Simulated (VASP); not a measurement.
# KCl (Sylvite) (Fm-3m) in VASP: further runs

One crystal, KCl (Sylvite), is run at these levels: LDA; tasks: relaxation of the atoms.

All numbers are computed with VASP 6.6.1; they aren't measurements. Logs are shortened: lines on timing, memory, paths and dates and some standing lists are left out, and cuts for length are marked.

**The experiment to reproduce.**

A printed reference work, monograph reports, for a bulk crystal of KCl: band gap 8.68 eV.

The runs below are set against these values where they give the same quantity.

## (1) Starting point

Symmetry: Fm-3m, No. 225, cubic system. Conventional cell: a = 6.087 Å, b = 6.087 Å, c = 6.087 Å, α = 90.00°, β = 90.00°, γ = 90.00°. K (site symmetry m-3m) has 6 Cl at 3.04 Å as nearest neighbours. Around Cl (site symmetry m-3m) lie 6 K at 3.04 Å.

## (2) Relaxation of the atoms, LDA

Input file INCAR:

```
ALGO = Fast
EDIFF = 1E-7
EDIFFG = -0.01
ENCUT = 600
IBRION = 2
ISIF = 2
ISMEAR = 0
LASPH = True
LCHARG = False
LREAL = False
LWAVE = False
NELM = 80
NSW = 40
PREC = Accurate
SIGMA = 0.03
```

Input file KPOINTS:

```
k-points
0
Gamma
  8 8 8
```

Input file POSCAR:

```
KCl                                     
1.0
    0.0000000000      3.0435491208      3.0435491208
    3.0435491208      0.0000000000      3.0435491208
    3.0435491208      3.0435491208      0.0000000000
  K               Cl            
     1     1
Direct
     0.0000000000000000    0.0000000000000000    0.0000000000000000
     0.5000000000000000    0.5000000000000000    0.5000000000000000
```

Potentials or basis: VASP PAW LDA potentials, release 64 (K_sv, Cl).

Command:

```bash
cat potpaw_LDA.64/K_sv/POTCAR potpaw_LDA.64/Cl/POTCAR > POTCAR
mpirun -np 1 vasp_std > vasp.out
```

OUTCAR:

```text
EDIFF = 1E-7
   EDIFFG = -0.01
   ENCUT = 600
   IBRION = 2
   ISIF = 2
   ISMEAR = 0
   LASPH = True
   LREAL = False
   NELM = 80
   NSW = 40
   PREC = Accurate

 ion  position               nearest neighbor table
   1  0.000  0.000  0.000-   2 3.04   2 3.04   2 3.04   2 3.04   2 3.04   2 3.04
   2  0.500  0.500  0.500-   1 3.04   1 3.04   1 3.04   1 3.04   1 3.04   1 3.04

  LATTYP: Found a face centered cubic cell.
 ALAT       =     6.0870982416

  Lattice vectors:

 A1 = (   0.0000000000,   3.0435491208,   3.0435491208)
 A2 = (   3.0435491208,   0.0000000000,   3.0435491208)
 A3 = (   3.0435491208,   3.0435491208,   0.0000000000)

Analysis of symmetry for initial positions (statically):
=====================================================================
 Subroutine PRICEL returns:
 Original cell was already a primitive cell.

 Routine SETGRP: Setting up the symmetry group for a
 face centered cubic supercell.

 Subroutine GETGRP returns: Found 48 space group operations
 (whereof 48 operations were pure point group operations)
 out of a pool of 48 trial point group operations.

The static configuration has the point symmetry O_h .

Analysis of symmetry for dynamics (positions and initial velocities):
=====================================================================
 Subroutine PRICEL returns:
 Original cell was already a primitive cell.

 Routine SETGRP: Setting up the symmetry group for a
 face centered cubic supercell.

 Subroutine GETGRP returns: Found 48 space group operations
 (whereof 48 operations were pure point group operations)
 out of a pool of 48 trial point group operations.

The dynamic configuration has the point symmetry O_h .

 Subroutine INISYM returns: Found 48 space group operations
 (whereof 48 operations are pure point group operations),
 and found     1 'primitive' translations

----------------------------------------------------------------------------------------

                                     Primitive cell

  volume of cell :      56.3860

  direct lattice vectors                    reciprocal lattice vectors
     0.000000000  3.043549121  3.043549121    -0.164281889  0.164281889  0.164281889
     3.043549121  0.000000000  3.043549121     0.164281889 -0.164281889  0.164281889
     3.043549121  3.043549121  0.000000000     0.164281889  0.164281889 -0.164281889

  length of vectors
     4.304228444  4.304228444  4.304228444     0.284544579  0.284544579  0.284544579

  position of ions in fractional coordinates (direct lattice)
     0.000000000  0.000000000  0.000000000
[... 94 lines left out ...]
   EFERMI_NEDOS =   21; number of points for ismear=-14 and -15
   IALGO  =     68    algorithm
   IMIX   =      4    mixing-type and parameters
     AMIX     =   0.40;   BMIX     =  1.00
     AMIX_MAG =   1.60;   BMIX_MAG =  1.00
  volume/ion in A,a.u.               =      28.19       190.26
  Fermi-wavevector in a.u.,A,eV,Ry     =   1.075783  2.032934 15.746134  1.157308
  Thomas-Fermi vector in A             =   2.211649
   LORBIT       =      0    0 simple, 1 ext, 2 COOP (PROOUT), +10 PAW based schemes
   GGA     = CA    functional components
   LHFCALC =     F    Hartree Fock is set to
   AEXX    =    0.0000 exact exchange contribution
   IVDW    =     0    specifies the selected vdW correction
   LEPSILON=     F    determine dielectric tensor
   LRPA    =     F    only Hartree local field effects (RPA)
 conjugate gradient relaxation of ions
 non-spin polarized calculation
 RMM-DIIS sequential band-by-band and
 Gauss-broadening in eV      SIGMA  =   0.03
  energy-cutoff  :      600.00
  volume of cell :       56.39
 maximum number of plane-waves:      1895
 NGX is ok and might be reduce to    36
   NGX = 17   NGY = 17   NGZ = 17

 number of electron      16.0000000 magnetization

 Free energy of the ion-electron system (eV)
  ---------------------------------------------------
  ext. energy  EPLUGINS =         0.00000000
  ---------------------------------------------------
  free energy    TOTEN  =        -7.40817976 eV

  energy without entropy =       -7.40817976  energy(sigma->0) =       -7.40817976

 E-fermi :  -1.5235     XC(G=0):  -8.5298

 val. band max:       -1.6475391944   @ k =   0.0000   0.0000   0.0000
 cond. band min:       3.4495690774   @ k =   0.0000   0.0000   0.0000
 fundamental gap:      5.0971082717
 Fermi energy:        -1.5235222310

 k-point     1 :       0.0000    0.0000    0.0000
  band No.  band energies     occupation
      1     -28.2613      2.00000
      2     -13.7996      2.00000
      3     -11.9618      2.00000
      4     -11.9618      2.00000
      5     -11.9618      2.00000
      6      -1.6475      2.00000
      7      -1.6475      2.00000
      8      -1.6475      2.00000
      9       3.4496      0.00000
     10       6.4624      0.00000
     11       6.4625      0.00000
     12       6.4633      0.00000
[... 331 lines left out ...]
 k-point    24 :      -0.3750    0.2500    0.1250
  band No.  band energies     occupation
      1     -28.2385      2.00000
      2     -13.9308      2.00000
      3     -12.0494      2.00000
      4     -12.0141      2.00000
      5     -11.7647      2.00000
      6      -2.6950      2.00000
      7      -2.1485      2.00000
      8      -2.0785      2.00000
      9       6.0487      0.00000
     10       6.5897      0.00000
     11       8.5846      0.00000
     12       8.6222      0.00000

 [... further k-points ...]

------------------------ aborting loop because EDIFF is reached ----------------------------------------

  FORCE on cell =-STRESS in cart. coord.  units (eV):
  Direction    XX          YY          ZZ          XY          YZ          ZX
  --------------------------------------------------------------------------------------
  -------------------------------------------------------------------------------------
  Total       -0.0005922     -0.0005922     -0.0005922      0.0000000      0.0000000      0.0000000
  in kB       -0.0168262     -0.0168262     -0.0168262      0.0000000      0.0000000      0.0000000
  external PRESSURE =      -0.0168262 kB  Pullay stress =       0.0000000 kB

 VOLUME and BASIS-vectors are now :
 -----------------------------------------------------------------------------
  energy-cutoff  :      600.00
  volume of cell :       56.39
      direct lattice vectors                 reciprocal lattice vectors
     0.000000000  3.043549121  3.043549121    -0.164281889  0.164281889  0.164281889
     3.043549121  0.000000000  3.043549121     0.164281889 -0.164281889  0.164281889
     3.043549121  3.043549121  0.000000000     0.164281889  0.164281889 -0.164281889

 POSITION                                       TOTAL-FORCE (eV/Angst)
 -----------------------------------------------------------------------------------
      0.00000      0.00000      0.00000        -0.000000     -0.000000     -0.000000
      3.04355      3.04355      3.04355         0.000000      0.000000      0.000000
 -----------------------------------------------------------------------------------
    total drift:                                0.000000      0.000000      0.000000

  FREE ENERGIE OF THE ION-ELECTRON SYSTEM (eV)
  ---------------------------------------------------
  free  energy   TOTEN  =        -7.4081797644 eV

  energy  without entropy=       -7.4081797644  energy(sigma->0) =       -7.40817976

 reached required accuracy - stopping structural energy minimisation
```

OSZICAR:

```text
N       E                     dE             d eps       ncg     rms          rms(c)
DAV:   1     0.119901726018E+03    0.11990E+03   -0.80208E+03   696   0.137E+03
DAV:   2    -0.683865317844E-01   -0.11997E+03   -0.11046E+03   836   0.317E+02
DAV:   3    -0.739968302115E+01   -0.73313E+01   -0.72921E+01   888   0.703E+01
[... 12 lines left out ...]
RMM:  16    -0.740817879843E+01   -0.10671E-05   -0.82131E-06   872   0.148E-02    0.252E-03
RMM:  17    -0.740817929939E+01   -0.50097E-06   -0.40237E-06   799   0.108E-02    0.116E-03
RMM:  18    -0.740817955449E+01   -0.25510E-06   -0.20157E-06   759   0.758E-03    0.828E-04
RMM:  19    -0.740817969091E+01   -0.13642E-06   -0.10925E-06   716   0.567E-03    0.551E-04
RMM:  20    -0.740817976440E+01   -0.73487E-07   -0.60155E-07   616   0.401E-03
   1 F= -.74081798E+01 E0= -.74081798E+01  d E =-.740818E+01
```

CONTCAR:

```text
KCl
   1.00000000000000
     0.0000000000000000    3.0435491207999998    3.0435491207999998
     3.0435491207999998    0.0000000000000000    3.0435491207999998
     3.0435491207999998    3.0435491207999998    0.0000000000000000
  K               Cl
     1     1
Direct
     0.0000000000000000    0.0000000000000000    0.0000000000000000
     0.5000000000000000    0.5000000000000000    0.5000000000000000

  0.00000000E+00  0.00000000E+00  0.00000000E+00
  0.00000000E+00  0.00000000E+00  0.00000000E+00
```

It took 19 s on 1 thread of Intel Xeon Platinum 8488C (Sapphire Rapids), shared host; peak memory 0.17 GiB.

What came out:

- Free energy: -7.4082 eV
- Pressure after relaxing: 0.0 GPa
- Band gap on the k mesh: 5.10 eV, direct

Final structure:
```yaml
crystal:
  lattice:
    - [0.00000, 3.04355, 3.04355]
    - [3.04355, 0.00000, 3.04355]
    - [3.04355, 3.04355, 0.00000]
  atoms:
    - { symbol: K, position: [0.00000, 0.00000, 0.00000] }
    - { symbol: Cl, position: [0.50000, 0.50000, 0.50000] }
```

Levels at points of the mesh, in eV from the valence-band top:
```tsv
k point	band 4	band 5	band 6	band 7	band 8	band 9	band 10	band 11	band 12
(0.00, 0.00, 0.00)	-10.31	-10.31	0.00	0.00	0.00	5.10	8.11	8.11	8.11
(0.50, 0.00, 0.00)	-10.33	-9.99	-1.33	-0.44	-0.44	7.47	8.64	10.59	10.70
(0.50, 0.50, 0.00)	-10.40	-10.40	-0.76	-0.25	-0.25	6.05	8.44	10.23	10.27
```

Caveat: the relaxation stopped at its first step, so nothing moved.

## (3) Relaxation of the atoms, LDA (a relaxed cell with its volume scaled by 1.02)

INCAR is that of step 2.

KPOINTS is that of step 2.

Input file POSCAR:

```
KCl                                     
1.0
    0.0000000000      3.0637056627      3.0637056627
    3.0637056627      0.0000000000      3.0637056627
    3.0637056627      3.0637056627      0.0000000000
  K               Cl            
     1     1
Direct
     0.0000000000000000    0.0000000000000000    0.0000000000000000
     0.5000000000000000    0.5000000000000000    0.5000000000000000
```

Potentials or basis: VASP PAW LDA potentials, release 64 (K_sv, Cl).

Command:

```bash
cat potpaw_LDA.64/K_sv/POTCAR potpaw_LDA.64/Cl/POTCAR > POTCAR
mpirun -np 1 vasp_std > vasp.out
```

Run time: 19 s. Hardware: 1 thread of Intel Xeon Platinum 8488C (Sapphire Rapids), shared host; peak memory 0.18 GiB.

The run converged. Its results:

* Free energy: -7.4066 eV
* Pressure after relaxing: -0.5 GPa
* Band gap on the k mesh: 5.02 eV, direct

Final structure:
```yaml
crystal:
  lattice:
    - [0.00000, 3.06371, 3.06371]
    - [3.06371, 0.00000, 3.06371]
    - [3.06371, 3.06371, 0.00000]
  atoms:
    - { symbol: K, position: [0.00000, 0.00000, 0.00000] }
    - { symbol: Cl, position: [0.50000, 0.50000, 0.50000] }
```

Levels at points of the mesh, in eV from the valence-band top:
| k point | band 4 | band 5 | band 6 | band 7 | band 8 | band 9 | band 10 | band 11 | band 12 |
| --- | --- | --- | --- | --- | --- | --- | --- | --- | --- |
| (0.00, 0.00, 0.00) | -10.36 | -10.36 | 0.00 | 0.00 | 0.00 | 5.02 | 8.11 | 8.11 | 8.11 |
| (0.50, 0.00, 0.00) | -10.37 | -10.05 | -1.29 | -0.42 | -0.42 | 7.41 | 8.56 | 10.53 | 10.57 |
| (0.50, 0.50, 0.00) | -10.44 | -10.44 | -0.75 | -0.25 | -0.25 | 6.08 | 8.34 | 10.13 | 10.20 |

Caveat: the relaxation stopped at its first step, so nothing moved. A k mesh can miss the band edges.

## (4) Relaxation of the atoms, LDA (a relaxed cell with its volume scaled by 1.04)

INCAR is that of step 3.

KPOINTS is that of step 3.

Input file POSCAR:

```
KCl                                     
1.0
    0.0000000000      3.0836004127      3.0836004127
    3.0836004127      0.0000000000      3.0836004127
    3.0836004127      3.0836004127      0.0000000000
  K               Cl            
     1     1
Direct
     0.0000000000000000    0.0000000000000000    0.0000000000000000
     0.5000000000000000    0.5000000000000000    0.5000000000000000
```

Command:

```bash
cat potpaw_LDA.64/K_sv/POTCAR potpaw_LDA.64/Cl/POTCAR > POTCAR
mpirun -np 1 vasp_std > vasp.out
```

It took 19 s on 1 thread of Intel Xeon Platinum 8488C (Sapphire Rapids), shared host; peak memory 0.18 GiB.

It converged, with:

```yaml
Free_energy: -7.4020 eV
Pressure_after_relaxing: -0.9 GPa
Band_gap_on_the_k_mesh: 4.95 eV, direct
```

Final structure:
```
K Cl
1.0
     0.00000    3.08360    3.08360
     3.08360    0.00000    3.08360
     3.08360    3.08360    0.00000
K Cl
1 1
Direct
  0.00000 0.00000 0.00000
  0.50000 0.50000 0.50000
```

Levels at points of the mesh, in eV from the valence-band top:
| k point | band 5 | band 6 | band 7 | band 8 | band 9 | band 10 | band 11 | band 12 |
| --- | --- | --- | --- | --- | --- | --- | --- | --- |
| (0.00, 0.00, 0.00) | -10.40 | 0.00 | 0.00 | 0.00 | 4.95 | 8.11 | 8.11 | 8.11 |
| (0.50, 0.00, 0.00) | -10.11 | -1.25 | -0.40 | -0.40 | 7.36 | 8.49 | 10.47 | 10.63 |
| (0.50, 0.50, 0.00) | -10.47 | -0.74 | -0.25 | -0.25 | 6.10 | 8.25 | 10.01 | 10.21 |

Caveat: the relaxation stopped at its first step, so nothing moved.

## (5) Summary

| cell | gap on the mesh (eV) | pressure (GPa) |
| --- | --- | --- |
| atoms relaxed | 5.10 | 0.0 |
| atoms relaxed from: a relaxed cell with its volume scaled by 1.02 | 5.02 | -0.5 |
| atoms relaxed from: a relaxed cell with its volume scaled by 1.04 | 4.95 | -0.9 |

Alike in all rows: task relaxation of the atoms; level LDA; potentials or basis VASP PAW LDA potentials, release 64 (K_sv, Cl); no spin polarisation; k mesh 8 × 8 × 8; cutoff (eV) 600; smearing gaussian 0.03 eV.

Caveats: the relaxation stopped at its first step, so nothing moved.

Absolute energies hang on the potentials; compare differences alone.

## (6) How close it comes

Step 2. Against the measured gap of KCl, 8.68 eV (a printed reference work, monograph), the calculated 5.10 eV is off by -3.58 eV. The value is that of LDA on a finite k mesh, which can miss the band edges, without temperature or zero-point motion. Semilocal functionals fall short of measured gaps as a rule.
